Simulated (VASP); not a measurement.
# MoH6 (P1) in VASP: relaxation of cell and atoms with PBE

Aim: the relaxation of cell and atoms of MoH6 with PBE.

All numbers are computed with VASP 6.6.1; they aren't measurements. Logs are shortened: lines on timing, memory, paths and dates and some standing lists are left out, and cuts for length are marked.

## Step 1: Starting point

The typed cell holds 14 atoms: a = 2.845 Å, b = 2.849 Å, c = 21.889 Å, α = 88.64°, β = 87.66°, γ = 60.67°.

The cell was built by a generator and needn't be a form met in nature.

## Step 2: Relaxation of cell and atoms, PBE

Contents of INCAR:

```
SYSTEM = MoH6
PREC = Accurate ; ENCUT = 520
EDIFF = 1E-6 ; ISMEAR = 0
SIGMA = 0.1 ; LREAL = .False.
LASPH = .True. ; NELM = 120
ALGO = Normal ; ISIF = 3
LWAVE = .False. ; LCHARG = .False.
GGA = PE ; IBRION = 2
NSW = 90 ; EDIFFG = -0.01
KPAR = 8
```

Contents of KPOINTS:

```
Automatic mesh
0
Gamma
  8 8 2
  0 0 0
```

Contents of POSCAR:

```
MoH6
1.0
    2.8448394200      0.0000000000      0.0000000000
    1.3955540800      2.4835870500      0.0000000000
    0.8922416300      0.0964039100     21.8705469500
H Mo
12 2
Direct
    0.0091382000      0.0592554200      0.0994472200
    0.9474235800      0.9579078600      0.9023248200
    0.2727523800      0.3170099500      0.3630410000
    0.4275766100      0.3866211600      0.3844882200
    0.6660547100      0.8059088700      0.2310431500
    0.6412511100      0.6294321100      0.2553945600
    0.9264585600      0.0854084500      0.5109646900
    0.0940300500      0.8568677100      0.4896755000
    0.2340684600      0.3233589400      0.7730116100
    0.3871280100      0.3054690000      0.7437368500
    0.7502969900      0.5387868200      0.6402037200
    0.5666298800      0.7436657900      0.6179049700
    0.3704252600      0.4089235400      0.0518770700
    0.5862213400      0.6075216200      0.9499191800
```

Potentials or basis: VASP PAW PBE potentials, release 64 (H, Mo_sv).

Started as:

```sh
cat potpaw_PBE.64/H/POTCAR potpaw_PBE.64/Mo_sv/POTCAR > POTCAR
mpirun -np 8 vasp_std > vasp.out
```

OUTCAR:

```text
SYSTEM = MoH6
   PREC = Accurate
   ENCUT = 520
   EDIFF = 1E-6
   ISMEAR = 0
   LREAL = .False.
   LASPH = .True.
   NELM = 120
   ISIF = 3
   GGA = PE
   IBRION = 2
   NSW = 90
   EDIFFG = -0.01

 ion  position               nearest neighbor table
   1  0.009  0.059  0.099-  13 1.93  13 1.93  13 2.00
   2  0.947  0.958  0.902-  14 1.93  14 1.93  14 2.00
   3  0.273  0.317  0.363-   4 0.75
   4  0.428  0.387  0.384-   3 0.75
   5  0.666  0.806  0.231-   6 0.75
   6  0.641  0.629  0.255-   5 0.75
   7  0.926  0.085  0.511-   8 0.75
   8  0.094  0.857  0.490-   7 0.75
   9  0.234  0.323  0.773-  10 0.75
  10  0.387  0.305  0.744-   9 0.75
  11  0.750  0.539  0.640-  12 0.75
  12  0.567  0.744  0.618-  11 0.75
  13  0.370  0.409  0.052-   1 1.93   1 1.93   1 2.00  14 2.42  14 3.05  14 3.06
  14  0.586  0.608  0.950-   2 1.93   2 1.93   2 2.00  13 2.42  13 3.05  13 3.06

  Warning from LATTYP: Got some problem with cell dimensions!
  Tried to take original basis but could not verify dimensions!
  LATTYP: Found a triclinic cell.
 ALAT       =     2.8448394200
 B/A-ratio  =     1.0107857050
 C/A-ratio  =     8.5513557577
 COS(alpha) =     0.0144146598
 COS(beta)  =     0.3852895338
 COS(gamma) =     0.5040075599

  Lattice vectors:

 A1 = (  -2.8448394200,   0.0000000000,   0.0000000000)
 A2 = (  -1.4492853400,   2.4835870500,   0.0000000000)
 A3 = (  -9.3730286300,  -5.0635780100, -21.8705469500)

Analysis of symmetry for initial positions (statically):
=====================================================================
 Subroutine PRICEL returns:
 Original cell was already a primitive cell.

 Routine SETGRP: Setting up the symmetry group for a
 triclinic supercell.

 Subroutine GETGRP returns: Found  1 space group operations
 (whereof  1 operations were pure point group operations)
 out of a pool of  2 trial point group operations.

The static configuration has the point symmetry C_1 .

Analysis of symmetry for dynamics (positions and initial velocities):
=====================================================================
 Subroutine PRICEL returns:
 Original cell was already a primitive cell.

 Routine SETGRP: Setting up the symmetry group for a
 triclinic supercell.

 Subroutine GETGRP returns: Found  1 space group operations
 (whereof  1 operations were pure point group operations)
 out of a pool of  2 trial point group operations.

The dynamic configuration has the point symmetry C_1 .

 Subroutine INISYM returns: Found  1 space group operations
 (whereof  1 operations are pure point group operations),
 and found     1 'primitive' translations

----------------------------------------------------------------------------------------

                                     Primitive cell

  volume of cell :     154.5243

  direct lattice vectors                    reciprocal lattice vectors
     2.844839420  0.000000000  0.000000000     0.351513689 -0.197519295 -0.013469874
     1.395554080  2.483587050  0.000000000     0.000000000  0.402643427 -0.001774825
     0.892241630  0.096403910 21.870546950     0.000000000  0.000000000  0.045723594

  length of vectors
     2.844839420  2.848820076 21.888951842     0.403431758  0.402647338  0.045723594

  position of ions in fractional coordinates (direct lattice)
     0.009138200  0.059255420  0.099447220
     0.947423580  0.957907860  0.902324820
     0.272752380  0.317009950  0.363041000
     0.427576610  0.386621160  0.384488220
     0.666054710  0.805908870  0.231043150
     0.641251110  0.629432110  0.255394560
     0.926458560  0.085408450  0.510964690
     0.094030050  0.856867710  0.489675500
     0.234068460  0.323358940  0.773011610
     0.387128010  0.305469000  0.743736850
     0.750296990  0.538786820  0.640203720
     0.566629880  0.743665790  0.617904970
     0.370425260  0.408923540  0.051877070
     0.586221340  0.607521620  0.949919180

  ion indices of the primitive-cell ions
   primitive index   ion index
                 1           1
[... 28 lines left out ...]

  Length of vectors
     0.050428970  0.050330917  0.022861797

  Shift w.r.t. Gamma in fractional coordinates (k-lattice)
     0.000000000  0.000000000  0.000000000

 Subroutine IBZKPT returns following result:
 ===========================================

 Found     68 irreducible k-points:

 Following reciprocal coordinates:
            Coordinates               Weight
  0.000000  0.000000  0.000000      1.000000
  0.125000 -0.000000  0.000000      2.000000
  0.250000 -0.000000  0.000000      2.000000
  0.375000  0.000000  0.000000      2.000000
  0.500000 -0.000000  0.000000      1.000000
  0.000000  0.125000  0.000000      2.000000
[... 16 lines left out ...]
  0.125000  0.375000  0.000000      2.000000
  0.250000  0.375000  0.000000      2.000000
 [... further k-points ...]
   k-points           NKPTS =     68   k-points in BZ     NKDIM =     68   number of bands    NBANDS=     28
   number of dos      NEDOS =    301   number of ions     NIONS =     14
   total plane-waves  NPLWV =  96768
   dimension x,y,z NGX =    24 NGY =   24 NGZ =  168
   dimension x,y,z NGXF=    48 NGYF=   48 NGZF=  336
   ions per type =              12   2
   NGX,Y,Z   is equivalent  to a cutoff of  14.03, 14.01, 12.76 a.u.
   NGXF,Y,Z  is equivalent  to a cutoff of  28.05, 28.01, 25.52 a.u.
 SYSTEM =  MoH6
   PREC   = accura    normal or accurate (medium, high low for compatibility)
   ISTART =      0    job   : 0-new  1-cont  2-samecut
   ICHARG =      2    charge: 1-file 2-atom 10-const
   ISPIN  =      1    spin polarized calculation?
   LNONCOLLINEAR =      F non collinear calculations
   LSORBIT =      F    spin-orbit coupling
   LASPH  =      T    aspherical Exc in radial PAW
   ENCUT  =  520.0 eV  38.22 Ry    6.18 a.u.   5.29  5.30 40.70*2*pi/ulx,y,z
   NELM   =    120;   NELMIN=  2; NELMDL= -5     # of ELM steps
   EDIFF  = 0.1E-05   stopping-criterion for ELM
   LREAL  =      F    real-space projection
   EDIFFG = -.1E-01   stopping-criterion for IOM
   NSW    =     90    number of steps for IOM
   IBRION =      2    ionic relax: 0-MD 1-quasi-New 2-CG
   NFREE  =      1    steps in history (QN), initial steepest desc. (CG)
   ISIF   =      3    stress and relaxation
   ISYM   =      2    0-nonsym 1-usesym 2-fastsym
   POTIM  = 0.5000    time-step for ionic-motion
   TEBEG  =    0.0;   TEEND  =   0.0 temperature during run
   PSTRESS=    0.0 pullay stress
   NELECT =      40.0000    total number of electrons
   NUPDOWN=      -1.0000    fix difference up-down
   EMIN   =  10.00;   EMAX   =-10.00  energy-range for DOS
   EFERMI =   0.00;   METHOD = LEGACY
   ISMEAR =     0;   SIGMA  =   0.10  broadening in eV -4-tet -1-fermi 0-gaus
   EFERMI_NEDOS =   21; number of points for ismear=-14 and -15
   IALGO  =     38    algorithm
   IMIX   =      4    mixing-type and parameters
     AMIX     =   0.40;   BMIX     =  1.00
     AMIX_MAG =   1.60;   BMIX_MAG =  1.00
  volume/ion in A,a.u.               =      11.04        74.48
  Fermi-wavevector in a.u.,A,eV,Ry     =   1.043348  1.971642 14.810966  1.088575
  Thomas-Fermi vector in A             =   2.178053
   LORBIT       =      0    0 simple, 1 ext, 2 COOP (PROOUT), +10 PAW based schemes
   GGA     = PE    functional components
   LHFCALC =     F    Hartree Fock is set to
   AEXX    =    0.0000 exact exchange contribution
   IVDW    =     0    specifies the selected vdW correction
   LEPSILON=     F    determine dielectric tensor
   LRPA    =     F    only Hartree local field effects (RPA)
 conjugate gradient relaxation of ions
 non-spin polarized calculation
 Gauss-broadening in eV      SIGMA  =   0.10
  energy-cutoff  :      520.00
  volume of cell :      154.52
 maximum number of plane-waves:      4185
 NGX is ok and might be reduce to    24
   NGX = 11   NGY = 11   NGZ = 81

--------------------------------------- Ionic step        1  -------------------------------------------

 number of electron      40.0000000 magnetization

 Free energy of the ion-electron system (eV)
  ---------------------------------------------------
  ext. energy  EPLUGINS =         0.00000000
  ---------------------------------------------------
  free energy    TOTEN  =       -61.64759586 eV

  energy without entropy =      -61.63238160  energy(sigma->0) =      -61.63998873

------------------------ aborting loop because EDIFF is reached ----------------------------------------

  FORCE on cell =-STRESS in cart. coord.  units (eV):
  Direction    XX          YY          ZZ          XY          YZ          ZX
  --------------------------------------------------------------------------------------
  -------------------------------------------------------------------------------------
  Total        0.0809562      0.3525676      0.0003056     -0.2257279      0.0009567     -0.0651147
  in kB        0.8393906      3.6555795      0.0031689     -2.3404478      0.0099192     -0.6751386
  external PRESSURE =       1.4993797 kB  Pullay stress =       0.0000000 kB
[... 125 lines left out ...]
  FREE ENERGIE OF THE ION-ELECTRON SYSTEM (eV)
  ---------------------------------------------------
  free  energy   TOTEN  =       -61.6491344678 eV

  energy  without entropy=      -61.6356366636  energy(sigma->0) =      -61.64238557

[... ionic steps 4 to 33 ...]

--------------------------------------- Ionic step       34  -------------------------------------------

 number of electron      39.9999999 magnetization

------------------------ aborting loop because EDIFF is reached ----------------------------------------
[... 91 lines left out ...]
--------------------------------------- Ionic step       36  -------------------------------------------

 number of electron      39.9999999 magnetization

 Free energy of the ion-electron system (eV)
  ---------------------------------------------------
  ext. energy  EPLUGINS =         0.00000000
  ---------------------------------------------------
  free energy    TOTEN  =       -61.65445996 eV

  energy without entropy =      -61.64223987  energy(sigma->0) =      -61.64834992

 E-fermi :  -0.0403     XC(G=0):  -7.2528

 val. band max:       -0.0618788328   @ k =   0.1250  -0.0000   0.5000
 cond. band min:      -0.0341712854   @ k =   0.1250   0.3750   0.0000
 fundamental gap:      0.0277075474
 Fermi energy:        -0.0402730560

 k-point     1 :       0.0000    0.0000    0.0000
  band No.  band energies     occupation
      1     -61.0878      2.00000
      2     -60.8543      2.00000
      3     -35.7491      2.00000
      4     -34.7178      2.00000
      5     -34.6043      2.00000
      6     -34.5781      2.00000
[... 733 lines left out ...]
     27       5.5275      0.00000
     28       5.9109      0.00000

 [... further k-points ...]

------------------------ aborting loop because EDIFF is reached ----------------------------------------

  FORCE on cell =-STRESS in cart. coord.  units (eV):
  Direction    XX          YY          ZZ          XY          YZ          ZX
  --------------------------------------------------------------------------------------
  -------------------------------------------------------------------------------------
  Total       -0.0204627     -0.0136884     -0.0089644      0.0117039     -0.0140240      0.0017700
  in kB       -0.2095180     -0.1401558     -0.0917867      0.1198358     -0.1435917      0.0181235
  external PRESSURE =      -0.1471535 kB  Pullay stress =       0.0000000 kB
[... 29 lines left out ...]
  FREE ENERGIE OF THE ION-ELECTRON SYSTEM (eV)
  ---------------------------------------------------
  free  energy   TOTEN  =       -61.6544599595 eV

  energy  without entropy=      -61.6422398739  energy(sigma->0) =      -61.64834992

 reached required accuracy - stopping structural energy minimisation
```

It took 9.4 min on 8 MPI ranks of AMD EPYC 9R45 (Zen 5), shared host; peak memory 0.51 GiB.

What came out:

```
Free energy                            : -61.6545 eV
Relaxed volume                         : 11.18 Å³/atom
Relaxed cell                           : a = 2.850 Å, b = 2.834 Å, c = 22.080 Å, α = 88.75°, β = 88.38°, γ = 61.38°
Space group after relaxing (to 0.05 Å) : P1 (No. 1)
Energy gained by relaxing              : 0.5 meV/atom
Ionic steps                            : 36
Pressure after relaxing                : 0.0 GPa
Largest force after relaxing           : 0.010 eV/Å
Band gap on the k mesh                 : none (metal or under the smearing width)
```

Forces on the atoms (eV/Å):
```
H    0.005 -0.004 -0.005
H   -0.004  0.000  0.003
H    0.001  0.000 -0.001
H    0.001 -0.001 -0.004
H    0.002 -0.003 -0.001
H   -0.003  0.002 -0.004
H    0.001  0.004  0.002
H   -0.002 -0.001  0.001
H   -0.001 -0.001 -0.004
H   -0.001  0.000  0.009
H    0.005 -0.004  0.003
H   -0.004  0.003 -0.001
Mo  -0.006  0.000 -0.005
Mo   0.005  0.004  0.007
```

Step by step:
```csv
step,energy change (eV),largest force (eV/Å),pressure (GPa),volume (Å³)
1,0.0000,0.0877,0.15,154.52
2,-0.0013,0.0255,0.11,154.76
3,-0.0015,0.0611,0.09,154.91
4,-0.0022,0.0616,-0.06,155.18
5,-0.0022,0.0675,-0.07,155.20
6,-0.0027,0.0379,-0.11,155.30
7,-0.0030,0.0508,-0.16,155.45
8,-0.0033,0.0358,-0.12,155.38
9,-0.0037,0.0242,-0.05,155.26
10,-0.0036,0.0580,0.08,155.02
11,-0.0038,0.0314,0.00,155.17
12,-0.0039,0.0316,0.03,155.13
13,-0.0039,0.0268,0.04,155.14
14,-0.0040,0.0199,0.02,155.15
15,-0.0040,0.0404,0.00,155.16
16,-0.0041,0.0354,0.01,155.17
17,-0.0043,0.0313,0.03,155.20
18,-0.0045,0.0656,0.07,155.26
19,-0.0046,0.0558,0.07,155.28
20,-0.0048,0.0335,0.08,155.33
21,-0.0049,0.0445,0.10,155.43
22,-0.0050,0.0452,0.09,155.48
23,-0.0052,0.0428,0.06,155.63
24,-0.0056,0.0448,0.00,155.93
25,-0.0052,0.1413,-0.15,156.54
26,-0.0057,0.0474,-0.03,156.07
27,-0.0059,0.0429,-0.01,156.09
28,-0.0059,0.0518,0.01,156.10
29,-0.0061,0.0466,0.02,156.12
30,-0.0065,0.0302,0.04,156.18
31,-0.0066,0.0341,0.07,156.30
32,-0.0067,0.0186,0.05,156.25
33,-0.0067,0.0304,0.02,156.31
34,-0.0067,0.0261,0.01,156.30
35,-0.0068,0.0219,0.02,156.35
36,-0.0069,0.0095,-0.01,156.48
```

Final structure:
```cif
data_structure
_symmetry_space_group_name_H-M 'P 1'
_symmetry_Int_Tables_number 1
_cell_length_a 2.8498
_cell_length_b 2.8341
_cell_length_c 22.0801
_cell_angle_alpha 88.755
_cell_angle_beta 88.383
_cell_angle_gamma 61.382
_cell_volume 156.48
loop_
_atom_site_label
_atom_site_type_symbol
_atom_site_fract_x
_atom_site_fract_y
_atom_site_fract_z
_atom_site_occupancy
H1 H 0.01005 0.06053 0.09840 1
H2 H 0.94540 0.95722 0.90325 1
H3 H 0.27501 0.31568 0.36223 1
H4 H 0.43235 0.38412 0.38359 1
H5 H 0.67282 0.80646 0.23126 1
H6 H 0.63477 0.62715 0.25399 1
H7 H 0.92933 0.08750 0.51172 1
H8 H 0.08632 0.86268 0.49019 1
H9 H 0.20936 0.32534 0.77138 1
H10 H 0.40886 0.30197 0.74721 1
H11 H 0.75514 0.54030 0.64011 1
H12 H 0.56437 0.73974 0.61809 1
Mo1 Mo 0.36867 0.41100 0.05118 1
Mo2 Mo 0.58700 0.60643 0.95044 1
```
